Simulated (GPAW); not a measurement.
The system is AlN.

```
Al N
1.0
     3.11300    0.00000    0.00000
    -1.55650    2.69594    0.00000
     0.00000    0.00000    4.98100
Al N
2 2
Direct
  0.66667 0.33333 0.50000
  0.33333 0.66667 0.00000
  0.66667 0.33333 0.88000
  0.33333 0.66667 0.38000
```

Base run:

| Quantity | Value |
| --- | --- |
| Program | GPAW 26.7.0 |
| Functional | PBE |
| Potentials or basis | GPAW PAW data sets (gpaw-data 1.2.1) |
| Basis | fd |
| Grid spacing | 0.16 Å |
| k mesh | 7 × 7 × 4 |
| Occupations | fermi-dirac, width 0.05 eV |
| Spin | no spin polarisation |

Its results: band gap on the k mesh 4.23 eV, direct.

Task: The run is repeated on the same cell with these changes: basis from fd to lcao:dzp; band points from 80 to 100. What comes out?

Result: Band gap on the k mesh 4.17 eV, direct.

Caveats: the basis of atomic orbitals isn't converged, which shifts pressures, moduli and gaps (some runs).
